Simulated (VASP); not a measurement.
Set up this calculation in VASP 6.6.1, as the native input.

| Property | Result |
| --- | --- |
| Task | relaxation of cell and atoms |
| Functional | PBE |
| Potentials or basis | VASP PAW PBE potentials, release 64 (Al, As) |
| Cutoff | 700 eV |
| k mesh | 10 × 10 × 10 |
| Occupations | gaussian, width 0.02 eV |
| Spin | no spin polarisation |
| Further INCAR settings | ALGO = Normal; EDIFF = 1e-07; IBRION = 2; EDIFFG = -0.002; NSW = 80; ISIF = 3 |

The structure of AlAs lies in POSCAR:

```
AlAs
1.0
    0.0000000000      2.8304000000      2.8304000000
    2.8304000000      0.0000000000      2.8304000000
    2.8304000000      2.8304000000      0.0000000000
Al As
1 1
Direct
    0.0000000000      0.0000000000      0.0000000000
    0.2500000000      0.2500000000      0.2500000000
```

These files were run (other wordings do the same):

INCAR

```
SYSTEM = AlAs
PREC = Accurate
ENCUT = 700
EDIFF = 1E-7
ISMEAR = 0
SIGMA = 0.02
LREAL = .False.
LASPH = .True.
NELM = 60
ALGO = Normal
ISIF = 3
LWAVE = .False.
LCHARG = .False.
GGA = PE
IBRION = 2
NSW = 80
EDIFFG = -0.002
```

KPOINTS

```
regular mesh
0
Gamma
  10 10 10
  0 0 0
```

Potentials or basis: VASP PAW PBE potentials, release 64 (Al, As).

The run is started by

```console
$ cat potpaw_PBE.64/Al/POTCAR potpaw_PBE.64/As/POTCAR > POTCAR
$ mpirun -np 1 vasp_std > vasp.out
```

It gave:

- Relaxed volume: 23.55 Å³/atom
- Relaxed cell: a = 4.054 Å, b = 4.054 Å, c = 4.054 Å, α = 60.00°, β = 60.00°, γ = 60.00°
- Space group after relaxing (to 0.05 Å): F-43m (No. 216)
- Energy gained by relaxing: 7.3 meV/atom
- Ionic steps: 3
- Pressure after relaxing: 0.0 GPa
- Band gap on the k mesh: 1.50 eV, indirect (least direct gap 1.76 eV)

Wall time 38 s on 1 thread of AMD EPYC 9R45 96-Core Processor (Zen 5) (shared host), peak memory 0.2 GiB.
